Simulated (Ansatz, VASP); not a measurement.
## One calculation of Re, two programs

The input INCAR:

```
SYSTEM = Re
PREC = Accurate
ENCUT = 520
EDIFF = 1E-6
ISMEAR = -1
SIGMA = 0.1
LREAL = .FALSE.
LASPH = .TRUE.
NELM = 100
ALGO = Normal
ISIF = 2
LWAVE = .FALSE.
LCHARG = .FALSE.
GGA = PE
NBANDS = 14
```

File KPOINTS:

```
regular mesh
0
G
  13 13 7
  0 0 0
```

File POSCAR:

```
Re
1.0
    2.7768706464      0.0000000000      0.0000000000
   -1.3884353232      2.4048405228      0.0000000000
    0.0000000000      0.0000000000      4.4788142384
Re
2
Direct
    0.3333333333      0.6666666667      0.2500000000
    0.6666666667      0.3333333333      0.7500000000
```

Input for Ansatz:

```yaml
crystal:
  lattice:
    - [2.7768706464, 0.0, 0.0]
    - [-1.3884353232, 2.4048405228, 0.0]
    - [0.0, 0.0, 4.4788142384]
  atoms:
    - { symbol: Re, position: [0.3333333333, 0.6666666667, 0.25] }
    - { symbol: Re, position: [0.6666666667, 0.3333333333, 0.75] }
hamiltonian:
  xc: pbe
  pseudopotentials:
    kind: paw
    azcp:
      Re: "pseudopotentials/Re.paw.azcp"
basis:
  ecutwfc: 600
  fft_grid_basis: typed
kpoints:
  mp_grid: { grid: [13, 13, 7], shift: [0, 0, 0] }
magnetization:
  spin_polarized: false
scf:
  occupations: { method: fermi_dirac, width: 0.1 }
  lower_state_search: "off"
output:
  stress: true
```

Alike in both runs: task single point; functional PBE; k mesh 13 × 13 × 7; occupations fermi-dirac, width 0.1 eV; no spin polarisation.

```csv
,VASP,Ansatz
version,VASP 6.6.1,Ansatz 0.2.0
potentials or method,"VASP PAW PBE potentials, release 64 (Re)","plane waves (600 eV) with PAW, scalar-relativistic"
plane-wave cutoff (eV),520,600
valence electrons in the cell,14,30
```

|  | VASP | Ansatz | Ansatz less VASP |
| --- | --- | --- | --- |
| pressure (GPa) | -0.5 | 0.0 | +0.51 |
| largest component of the traceless stress (GPa) | 0.11 | 0.01 | -0.102 |

The two sets of potentials don't hold the same shells in valence.

Spin-orbit coupling is left out, which matters for the levels of Re.
